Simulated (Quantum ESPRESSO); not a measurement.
# ZnS (F-43m) in Quantum ESPRESSO: reference runs

How does ZnS come out in PBEsol? The cell is run as given.

Program: Quantum ESPRESSO 7.5. These are calculated values, not measurements. Logs are shortened: lines on timing, memory, paths and dates and some standing lists are left out, and cuts for length are marked.

**The experiment to reproduce.**

From “Electronic, vibrational, and thermodynamic properties of ZnS (zincblende and rocksalt structure)”, 2009, arxiv:0911.5022, for a bulk crystal of ZnS at 19 K: band gap 3.85 eV (direct).

The runs below are set against these values where they give the same quantity.

## Step 1: Starting point

It takes space group F-43m (No. 216, cubic). Conventional cell: a = 5.404 Å, b = 5.404 Å, c = 5.404 Å, α = 90.00°, β = 90.00°, γ = 90.00°. Zn (site symmetry -43m) has 4 S at 2.34 Å as nearest neighbours. Around S (site symmetry -43m) lie 4 Zn at 2.34 Å.

## Step 2: Single point, PBEsol

Input file pw.in:

```
&CONTROL
  calculation = 'scf'
  prefix = 'pwscf'
  outdir = './tmp'
  pseudo_dir = './pseudo'
  tprnfor = .true.
  tstress = .true.
  disk_io = 'low'
/
&SYSTEM
  ibrav = 0
  nat = 2
  ntyp = 2
  ecutwfc = 56
  ecutrho = 448
  nbnd = 20
  occupations = 'smearing'
  smearing = 'fd'
  degauss = 0.00367493
/
&ELECTRONS
  conv_thr = 4d-10
  electron_maxstep = 120
  mixing_beta = 0.5
/
ATOMIC_SPECIES
Zn    65.3800 zn_pbesol_v1.uspp.F.UPF
S     32.0600 s_pbesol_v1.4.uspp.F.UPF
CELL_PARAMETERS angstrom
   0.0000000000    2.7020000000    2.7020000000
   2.7020000000    0.0000000000    2.7020000000
   2.7020000000    2.7020000000    0.0000000000
ATOMIC_POSITIONS crystal
Zn     0.7500000000    0.7500000000    0.7500000000
S      0.0000000000    0.0000000000    0.0000000000
K_POINTS automatic
9 9 9 0 0 0
```

Input file pp_density.in:

```
&INPUTPP
  prefix = 'pwscf'
  outdir = './tmp'
  filplot = 'density.dat'
  plot_num = 0
/
&PLOT
  nfile = 1
  filepp(1) = 'density.dat'
  iflag = 3
  output_format = 6
  fileout = 'density.cube'
/
```

Input file pp_potential.in:

```
&INPUTPP
  prefix = 'pwscf'
  outdir = './tmp'
  filplot = 'potential.dat'
  plot_num = 11
/
&PLOT
  nfile = 1
  filepp(1) = 'potential.dat'
  iflag = 3
  output_format = 6
  fileout = 'potential.cube'
/
```

Potentials or basis: GBRV 1.5 PBEsol.

Command:

```sh
> OMP_NUM_THREADS=1 mpirun -n 2 pw.x -nk 2 -in pw.in > pw.out
> OMP_NUM_THREADS=1 mpirun -n 1 pp.x -in pp_density.in > pp_density.out
> OMP_NUM_THREADS=1 mpirun -n 1 pp.x -in pp_potential.in > pp_potential.out
```

pw.out:

```text
This program is part of the open-source Quantum ESPRESSO suite
     for quantum simulation of materials; please cite
         "P. Giannozzi et al., J. Phys.:Condens. Matter 21 395502 (2009);
         "P. Giannozzi et al., J. Phys.:Condens. Matter 29 465901 (2017);
         "P. Giannozzi et al., J. Chem. Phys. 152 154105 (2020);
     in publications or presentations arising from this work. More details at

     Message from routine setup:
     using ibrav=0 with symmetry is DISCOURAGED, use correct ibrav instead

     K-points division:     npool     =       2
     Subspace diagonalization in iterative solution of the eigenvalue problem:
     a serial algorithm will be used

     G-vector sticks info
     --------------------
     sticks:   dense  smooth     PW     G-vecs:    dense   smooth      PW
     Sum        1615     805    253                42615    15065    2637

     Using Slab Decomposition

     bravais-lattice index     =            0
     lattice parameter (alat)  =       7.2210  a.u.
     unit-cell volume          =     266.2457 (a.u.)^3
     number of atoms/cell      =            2
     number of atomic types    =            2
     number of electrons       =        26.00
     number of Kohn-Sham states=           20
     kinetic-energy cutoff     =      56.0000  Ry
     charge density cutoff     =     448.0000  Ry
     scf convergence threshold =      4.0E-10
     mixing beta               =       0.5000
     number of iterations used =            8  plain     mixing
     Exchange-correlation= SLA  PW   PSX  PSC
                           (   1   4  10   8   0   0   0)

     celldm(1)=   7.221031  celldm(2)=   0.000000  celldm(3)=   0.000000
     celldm(4)=   0.000000  celldm(5)=   0.000000  celldm(6)=   0.000000

     crystal axes: (cart. coord. in units of alat)
               a(1) = (   0.000000   0.707107   0.707107 )
               a(2) = (   0.707107   0.000000   0.707107 )
               a(3) = (   0.707107   0.707107   0.000000 )

     reciprocal axes: (cart. coord. in units 2 pi/alat)
               b(1) = ( -0.707107  0.707107  0.707107 )
               b(2) = (  0.707107 -0.707107  0.707107 )
               b(3) = (  0.707107  0.707107 -0.707107 )

     PseudoPot. # 1 for Zn read from file:
     zn_pbesol_v1.uspp.F.UPF
     Pseudo is Ultrasoft, Zval = 20.0
     Generated by new atomic code, or converted to UPF format
     Using radial grid of  943 points,  6 beta functions with:
                l(1) =   0
                l(2) =   0
                l(3) =   1
                l(4) =   1
                l(5) =   2
                l(6) =   2
     Q(r) pseudized with  8 coefficients,  rinner =    1.100   1.100   1.100
                                                       1.100   1.100

     PseudoPot. # 2 for S  read from file:
     s_pbesol_v1.4.uspp.F.UPF
     Pseudo is Ultrasoft + core correction, Zval =  6.0
     Generated by new atomic code, or converted to UPF format
     Using radial grid of  907 points,  6 beta functions with:
                l(1) =   0
                l(2) =   0
                l(3) =   1
                l(4) =   1
                l(5) =   2
                l(6) =   2
     Q(r) pseudized with  8 coefficients,  rinner =    1.300   1.300   1.300
                                                       1.300   1.300

     atomic species   valence    mass     pseudopotential
     Zn               20.00    65.38000     Zn( 1.00)
     S                 6.00    32.06000     S ( 1.00)

     24 Sym. Ops. (no inversion) found

   Cartesian axes

     site n.     atom                  positions (alat units)
         1        Zn     tau(   1) = (   1.0606602   1.0606602   1.0606602  )
         2        S      tau(   2) = (   0.0000000   0.0000000   0.0000000  )

     number of k points=    35  Fermi-Dirac smearing, width (Ry)=  0.0037
                       cart. coord. in units 2pi/alat
        k(    1) = (   0.0000000   0.0000000   0.0000000), wk =   0.0027435
        k(    2) = (   0.0785674   0.0785674  -0.0785674), wk =   0.0219479
        k(    3) = (   0.1571348   0.1571348  -0.1571348), wk =   0.0219479
        k(    4) = (   0.2357023   0.2357023  -0.2357023), wk =   0.0219479
        k(    5) = (   0.3142697   0.3142697  -0.3142697), wk =   0.0219479
        k(    6) = (   0.1571348   0.0000000  -0.0000000), wk =   0.0164609
[... 27 lines left out ...]
        k(   34) = (  -0.0000000  -0.4714045   0.6285394), wk =   0.0658436
        k(   35) = (  -0.0785674  -0.3928371   0.7071068), wk =   0.0658436

     Dense  grid:    42615 G-vectors     FFT dimensions: (  50,  50,  50)

     Smooth grid:    15065 G-vectors     FFT dimensions: (  36,  36,  36)

     Initial potential from superposition of free atoms

     starting charge      25.9998, renormalised to      26.0000
     Starting wfcs are   17 randomized atomic wfcs +    3 random wfcs

     Self-consistent Calculation

     iteration #  1     ecut=    56.00 Ry     beta= 0.50
     Davidson diagonalization with overlap
     ethr =  1.00E-02,  avg # of iterations =  5.3

     Threshold (ethr) on eigenvalues was too large:
     Diagonalizing with lowered threshold

     Davidson diagonalization with overlap
     ethr =  3.86E-04,  avg # of iterations =  1.6

     total energy              =    -485.34382779 Ry
     estimated scf accuracy    <       0.09806152 Ry

     iteration #  2     ecut=    56.00 Ry     beta= 0.50
     Davidson diagonalization with overlap
     ethr =  3.77E-04,  avg # of iterations =  2.1

     total energy              =    -485.36705141 Ry
     estimated scf accuracy    <       0.02843937 Ry

     iteration #  3     ecut=    56.00 Ry     beta= 0.50
     Davidson diagonalization with overlap
     ethr =  1.09E-04,  avg # of iterations =  2.1

     total energy              =    -485.37275038 Ry
     estimated scf accuracy    <       0.00175836 Ry

     iteration #  4     ecut=    56.00 Ry     beta= 0.50
     Davidson diagonalization with overlap
     ethr =  6.76E-06,  avg # of iterations =  4.5

     total energy              =    -485.37285657 Ry
     estimated scf accuracy    <       0.00025001 Ry

     iteration #  5     ecut=    56.00 Ry     beta= 0.50
     Davidson diagonalization with overlap
     ethr =  9.62E-07,  avg # of iterations =  2.1

     total energy              =    -485.37287255 Ry
     estimated scf accuracy    <       0.00000125 Ry

     iteration #  6     ecut=    56.00 Ry     beta= 0.50
     Davidson diagonalization with overlap
     ethr =  4.81E-09,  avg # of iterations =  5.5

     total energy              =    -485.37287483 Ry
     estimated scf accuracy    <       0.00000052 Ry

     iteration #  7     ecut=    56.00 Ry     beta= 0.50
     Davidson diagonalization with overlap
     ethr =  1.99E-09,  avg # of iterations =  2.0

     total energy              =    -485.37287490 Ry
     estimated scf accuracy    <       0.00000002 Ry

     iteration #  8     ecut=    56.00 Ry     beta= 0.50
     Davidson diagonalization with overlap
     ethr =  7.48E-11,  avg # of iterations =  2.2

     total energy              =    -485.37287491 Ry
     estimated scf accuracy    <          1.3E-09 Ry

     iteration #  9     ecut=    56.00 Ry     beta= 0.50
     Davidson diagonalization with overlap
     ethr =  4.91E-12,  avg # of iterations =  2.3

     End of self-consistent calculation

          k = 0.0000 0.0000 0.0000 (  1893 PWs)   bands (ev):

  -117.9310 -72.2608 -72.2608 -72.2608  -6.5060   0.2791   0.2791   0.2791
     0.7795   0.7795   6.6512   6.6512   6.6512   8.6202  12.9247  12.9247
    12.9247  18.2244  18.2244  18.2997

          k = 0.0786 0.0786-0.0786 (  1880 PWs)   bands (ev):

  -117.9310 -72.2608 -72.2608 -72.2608  -6.4115   0.2781   0.2960   0.2960
     0.7780   0.7780   5.6926   6.5306   6.5306   9.3474  12.8217  13.1321
    13.1321  17.7173  17.7173  18.9912

          k = 0.1571 0.1571-0.1571 (  1895 PWs)   bands (ev):

  -117.9310 -72.2608 -72.2608 -72.2608  -6.1560   0.3030   0.3358   0.3358
     0.7789   0.7789   4.1557   6.2516   6.2516   9.9678  13.2033  13.4962
    13.4962  17.3696  17.3696  18.7916

          k = 0.2357 0.2357-0.2357 (  1886 PWs)   bands (ev):

  -117.9310 -72.2609 -72.2608 -72.2608  -5.8309   0.3733   0.3733   0.4340
     0.7910   0.7910   2.7107   5.9677   5.9677   9.9650  13.5713  13.5713
    14.3291  18.0373  18.0373  18.2755

          k = 0.3143 0.3143-0.3143 (  1883 PWs)   bands (ev):

  -117.9310 -72.2609 -72.2608 -72.2608  -5.5929   0.3921   0.3921   0.7851
     0.8069   0.8069   1.5871   5.7962   5.7962   9.8540  13.4702  13.4702
    15.2220  18.4630  19.4086  19.4086

          k = 0.1571 0.0000-0.0000 (  1892 PWs)   bands (ev):

  -117.9310 -72.2608 -72.2608 -72.2608  -6.3799   0.2616   0.3101   0.3101
     0.7658   0.7884   5.7227   6.3141   6.3141   9.6476  12.3282  13.4308
    13.4308  16.7946  18.3767  19.3605

          k = 0.2357 0.0786-0.0786 (  1899 PWs)   bands (ev):

  -117.9310 -72.2608 -72.2608 -72.2608  -6.1777   0.2625   0.3498   0.3507
     0.7570   0.7964   4.5702   5.9799   6.0708  10.3776  12.1522  13.8206
    13.9310  16.2564  18.2762  20.0064

          k = 0.3143 0.1571-0.1571 (  1894 PWs)   bands (ev):

  -117.9310 -72.2609 -72.2608 -72.2608  -5.8729   0.3237   0.3932   0.4132
     0.7683   0.8068   3.1839   5.6959   5.7190  10.5530  12.7676  13.9272
    14.1294  16.9910  18.6830  19.3824
[... 133 lines left out ...]
          k =-0.0786-0.3928 0.5500 (  1874 PWs)   bands (ev):

  -117.9310 -72.2609 -72.2608 -72.2608  -5.3198   0.4024   0.5061   0.7223
     0.7748   1.0836   1.9360   3.6939   4.8477  11.5215  12.7740  14.3095
    15.9356  17.1464  19.3740  21.5997

          k =-0.0000-0.3143 0.4714 (  1873 PWs)   bands (ev):

  -117.9310 -72.2609 -72.2608 -72.2608  -5.4427   0.4126   0.4543   0.6453
     0.7888   0.8896   2.3695   3.8468   5.2067  11.7957  12.7186  13.4507
    15.8741  17.0637  19.2229  21.8358

          k =-0.0786-0.5500 0.7071 (  1866 PWs)   bands (ev):

  -117.9310 -72.2609 -72.2608 -72.2608  -5.2772   0.3066   0.5746   0.6264
     0.8336   1.0067   2.1641   4.1602   4.3224  10.6672  11.2913  15.7412
    17.1912  18.2211  20.4426  21.0684

          k =-0.0000-0.4714 0.6285 (  1885 PWs)   bands (ev):

  -117.9310 -72.2609 -72.2609 -72.2608  -5.2449   0.3672   0.5657   0.6701
     0.8017   1.1381   2.0051   3.6490   4.4206  11.1001  12.2641  15.4070
    15.7266  18.2619  19.7582  21.4383

          k =-0.0786-0.3928 0.7071 (  1878 PWs)   bands (ev):

  -117.9310 -72.2609 -72.2609 -72.2608  -5.2590   0.4054   0.5398   0.7020
     0.7652   1.1295   2.0488   3.7055   4.2382  12.0943  12.4888  13.9950
    15.5152  18.3233  20.1088  21.3778

     the Fermi energy is     7.7227 ev

!    total energy              =    -485.37287491 Ry
     estimated scf accuracy    <          9.1E-11 Ry
     smearing contrib. (-TS)   =      -0.00000000 Ry
     internal energy E=F+TS    =    -485.37287491 Ry

     The total energy is F=E-TS. E is the sum of the following terms:
     one-electron contribution =    -454.59218168 Ry
     hartree contribution      =     233.94156501 Ry
     xc contribution           =     -50.12694543 Ry
     ewald contribution        =    -214.59531280 Ry

     convergence has been achieved in   9 iterations

     Forces acting on atoms (cartesian axes, Ry/au):

     atom    1 type  1   force =     0.00000000   -0.00000000   -0.00000000
     atom    2 type  2   force =    -0.00000000   -0.00000000    0.00000000

     Total force =     0.000000     Total SCF correction =     0.000000

     Computing stress (Cartesian axis) and pressure

          total   stress  (Ry/bohr**3)                   (kbar)     P=      -18.93
  -0.00012871  -0.00000000   0.00000000          -18.93       -0.00        0.00
  -0.00000000  -0.00012871   0.00000000           -0.00      -18.93        0.00
   0.00000000   0.00000000  -0.00012871            0.00        0.00      -18.93

=------------------------------------------------------------------------------=
   JOB DONE.
=------------------------------------------------------------------------------=
```

It took 17 s on 2 MPI ranks of Arm Neoverse V2, shared host; peak memory 0.28 GiB.

Results:

| Property | Result |
| --- | --- |
| Free energy | -6603.8344 eV |
| Pressure | -1.9 GPa |
| Band gap on the k mesh | 1.97 eV, direct |

## Step 3: How close it comes

Step 2. Against the measured gap of ZnS, 3.85 eV (direct; 19 K; quoted in “Electronic, vibrational, and thermodynamic properties of ZnS (zincblende and rocksalt structure)”, 2009, arxiv:0911.5022), the calculated 1.97 eV is off by -1.88 eV. The value is that of PBEsol, without temperature or zero-point motion. Semilocal functionals fall short of measured gaps as a rule.
